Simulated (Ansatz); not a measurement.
Ga, DFT, LDA, PAW with Ansatz's default frozen-core files, scalar-relativistic (Ansatz 0.2.0), run on 1 thread of Arm Neoverse V1 on a shared host.

The cell comes from COD entry 9012485, which wasn't checked; take it as a given geometry. The listed cell was then made from it by scaling, straining or moving an atom.

Command: `ansatz run input.yaml --threads 1 --pin off --max-ram 3072MiB --backend cpu --events-out ev --progress --plain --runs-dir out`

```yaml
crystal:
  lattice:
    - [1.429675, -4.05775, -0.013075]
    - [1.470325, 4.07225, 0.027575]
    - [0.01585, 0.01585, 3.17]
  atoms:
    - { symbol: Ga, position: [0.867, 0.133, 0.25] }
    - { symbol: Ga, position: [0.133, 0.867, 0.75] }
kpoints:
  mp_grid: { grid: [12, 12, 10] }
scf:
  occupations: { method: fermi_dirac, width: 0.08 }
hamiltonian:
  xc: lda
  pseudopotentials: { kind: paw }
output:
  forces: true
  stress: true
  eigenvalues: true
  efg: { contact_densities: true }
```

(1) How large is the problem that the program sets up?

(2) Estimate the wall time and the peak memory.

(3) And the same cell and mesh by all-electron PAW (datasets made for this crystal), asked for forces, stress, eigenvalues, efg, on the same hardware?

Answers

(1) 724 irreducible k-points, 727 plane waves at Γ, 17 bands.

(2) 28 s of wall time for 8 SCF iterations, with a peak of 0.63 GiB. Times on shared machines scatter by tens of per cent.

(3) 81 s, peak memory 1 GiB.
